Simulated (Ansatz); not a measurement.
Crystal: BaTiO3.

```xyz
5
Lattice="3.7045 -0.0164 0.1851 -0.0164 4.1845 0.0253 0.1859 0.0254 3.8917" Properties=species:S:1:pos:R:3 pbc="T T T"
Ba    0.1932    3.7176    3.7583
Ti    1.9778    1.7733    2.4309
O     1.8676    3.3187    3.9251
O     2.1383    3.7507    1.9382
O     3.6777    2.1334    2.1198
```

Program: Ansatz 0.2.0. Alike in all runs: potentials or basis Ansatz PAW; cell as given; k mesh 7 × 7 × 7; smearing fermi-dirac 0.05 eV. Hardware: 2 threads of Arm Neoverse V1, with other jobs on the host.

Task: Order these runs on this cell by their wall time, lowest first.
A. task band structure; level PBEsol+U; spin off; U Ti d U = 1 eV; cutoff (eV) 420; points for each segment of the path 14; hubbard projectors ortho-atomic (the default); double counting fll (the default)
B. task single point; level PBE; spin off; cutoff (eV) 350
C. task band structure; level PBE; spin SOC, no magnetisation; cutoff (eV) 420; points for each segment of the path 14

Result: B (13 s), A (43 s), C (190 s).

Caveats: U without spin polarisation on a metal has little footing (some runs).
